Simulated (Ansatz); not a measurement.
Ag under changes of volume

One of the cells (17.048 Å³/atom); the others are scaled copies at fixed shape and fractional positions:

```
CELL_PARAMETERS angstrom
0.00000 2.04275 2.04275
2.04275 0.00000 2.04275
2.04275 2.04275 0.00000
ATOMIC_POSITIONS crystal
Ag 0.00000 0.00000 0.00000
```

```yaml
Program: Ansatz 0.2.0
Functional: PBE
Potentials_or_basis: Ansatz PAW
Cutoff: "420 eV (not typed: the program's choice for these potentials)"
k_mesh: 11 × 11 × 11
Occupations: fermi-dirac, width 0.05 eV
Spin: no spin polarisation
```

```csv
volume (Å³/atom),energy over the lowest point (meV/atom),pressure (GPa)
16.025,62.69,13.0
16.366,38.69,9.8
16.707,?,?
17.048,9.38,4.4
17.389,2.54,2.2
17.730,0.00,0.4
18.071,1.19,-1.3
```

Problem. What does the run at 16.707 Å³/atom give?

Solution. Energy over the lowest point 21.18 meV/atom; pressure 6.9 GPa.

Worked out: A Birch-Murnaghan fit of order 3 (a polynomial in V^(-2/3)) to the other rows has its minimum at 17.78 Å³/atom with B0 = V·E''(V) = 90 GPa and B' = 6.4. It gives 21.19 meV/atom at 16.707 Å³/atom, against the run's 21.18, and -dE/dV = 6.8 GPa, against 6.9.

Energies are extrapolated to zero smearing.
